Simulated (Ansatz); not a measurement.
**BAs: one input, then a changed one**

Structure from Materials Project entry mp-10044 (possibly hypothetical), not relaxed further.

First run: DFT, LDA, PAW with Ansatz's default frozen-core files, scalar-relativistic (Ansatz 0.2.0).

Command: `ansatz run input.yaml --threads 1 --pin off --max-ram 2048MiB --backend cpu --events-out ev --progress --plain --runs-dir out` The run took 1.5 s on 1 thread of Arm Neoverse V1, on a shared host, peak memory 0.3 GiB.

```yaml
crystal:
  lattice:
    - [0.0, 2.409627, 2.409627]
    - [2.409627, 0.0, 2.409627]
    - [2.409627, 2.409627, 0.0]
  atoms:
    - { symbol: B, position: [0.75, 0.75, 0.75] }
    - { symbol: As, position: [0.0, 0.0, 0.0] }
kpoints:
  mp_grid: { grid: [3, 3, 3] }
scf:
  occupations: { method: fermi_dirac, width: 0.01 }
hamiltonian:
  xc: lda
  pseudopotentials: { kind: paw }
output:
  forces: true
  stress: true
  eigenvalues: true
  efg: { contact_densities: true }
```

Result: converged; pressure -5.14 GPa; gap on the k mesh 1.19 eV (the mesh can miss the band edges); 6 SCF iterations.

The input is then changed:

```diff
@@ -19,3 +19,8 @@
   eigenvalues: true
   efg: { contact_densities: true }
+  write_density: true
+  write_potential: true
+  elf: true
+  volumetric_format: npy
+accuracy: medium
```

Problem. What does the second run give?

Solution. It converged; energy at zero smearing 0.0 meV/atom from the first run; pressure -5.14 GPa; gap on the k mesh 1.19 eV (the mesh can miss the band edges); 6 SCF iterations.
